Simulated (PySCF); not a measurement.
## Ge in PySCF: the effect of dispersion

The system is Ge.

```
CELL_PARAMETERS angstrom
0.00000 2.82891 2.82891
2.82891 0.00000 2.82891
2.82891 2.82891 0.00000
ATOMIC_POSITIONS crystal
Ge 0.75000 0.75000 0.75000
Ge 0.50000 0.50000 0.50000
```

Alike in all runs:

| Quantity | Value |
| --- | --- |
| Program | PySCF 2.14.0 |
| Task | equation of state |
| Functional | revPBE |
| Potentials or basis | DZVP-MOLOPT-SR/GTH-PBE (potentials made for PBE) |
| k mesh | 4 × 4 × 4 |
| Occupations | fermi-dirac, width 0.05 eV |
| Spin | no spin polarisation |

**Question.** One run gave: V0 of scaled cells 23.45 Å³/atom; B0 45 GPa. Which dispersion did it use?
A. D3(BJ)
B. D3(OP)
C. D3(BJ) with the three-body term
D. D4

**Answer.** B.

| dispersion | V0 of scaled cells (Å³/atom) | B0 (GPa) |
| --- | --- | --- |
| D3(BJ) | 23.15 | 48 |
| D3(OP) | 23.45 | 45 |
| D4 | 23.19 | 50 |
| D3(BJ) with the three-body term | 23.23 | 47 |

Caveats: all runs use coarse meshes; the potentials were made for another functional, which shifts forces and pressure; the basis of atomic orbitals isn't converged, which shifts pressures, moduli and gaps.

Not every run made on this cell is shown here.
